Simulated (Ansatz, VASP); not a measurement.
SiO2: VASP beside Ansatz

The input INCAR:

```
PREC = Accurate ; ENCUT = 520
EDIFF = 1E-6 ; ISMEAR = 0
SIGMA = 0.05 ; LREAL = F
LASPH = T ; NELM = 60
ALGO = Normal ; ISIF = 2
LWAVE = F ; LCHARG = T
LELF = T ; LVHAR = T
NBANDS = 25
```

File KPOINTS:

```
regular mesh
0
Gamma
  6 6 10
```

The input POSCAR:

```
SiO2
1.0
    4.3021659186      0.0000000000      0.0000000000
    0.0000000000      4.3021659186      0.0000000000
    0.0000000000      0.0000000000      2.5619398045
Si O
2 4
Direct
    0.5000000000      0.5000000000      0.5000000000
    0.0000000000      0.0000000000      0.0000000000
    0.6944252994      0.6944252994      0.0000000000
    0.1944252994      0.8055747006      0.5000000000
    0.3055747006      0.3055747006      0.0000000000
    0.8055747006      0.1944252994      0.5000000000
```

Input for Ansatz:

```yaml
crystal:
  lattice:
    - [4.3021659186, 0.0, 0.0]
    - [0.0, 4.3021659186, 0.0]
    - [0.0, 0.0, 2.5619398045]
  atoms:
    - { symbol: Si, position: [0.5, 0.5, 0.5] }
    - { symbol: Si, position: [0.0, 0.0, 0.0] }
    - { symbol: O, position: [0.6944252994, 0.6944252994, 0.0] }
    - { symbol: O, position: [0.1944252994, 0.8055747006, 0.5] }
    - { symbol: O, position: [0.3055747006, 0.3055747006, 0.0] }
    - { symbol: O, position: [0.8055747006, 0.1944252994, 0.5] }
basis:
  ecutwfc: 520.0
kpoints:
  mp_grid: { grid: [6, 6, 10] }
hamiltonian:
  xc: lda
  pseudopotentials: { kind: paw, azcp: { folder: soft_1 } }
scf:
  occupations: { method: gaussian, width: 0.05 }
output:
  forces: true
  stress: true
  eigenvalues: true
  write_density: true
  write_potential: true
  elf: true
  volumetric_format: npy
```

Alike in both runs: task single point; functional LDA; k mesh 6 × 6 × 10; occupations gaussian, width 0.05 eV; no spin polarisation.

```csv
,VASP,Ansatz
version,VASP 6.6.1,Ansatz 0.2.0
potentials or method,"VASP PAW LDA potentials, release 64 (Si, O)","scalar-relativistic, plane waves, PAW"
plane-wave cutoff (eV),520,520
valence electrons in the cell,32,32
```

```tsv
	VASP	Ansatz	Ansatz less VASP
gap on the k mesh at the Fermi level (eV)	5.42	5.43	+0.008
least direct gap on the mesh (eV)	5.42	5.43	+0.008
pressure (GPa)	-4.7	-5.8	-1.04
largest component of the traceless stress (GPa)	23.36	22.47	-0.889
rms of the force components (eV/Å)	0.309	0.338	+0.0292
```

Atom by atom the forces differ by 0.029 eV/Å (rms over components). Ansatz warned: «pseudo_functional_mismatch».

A k mesh can miss the band edges.
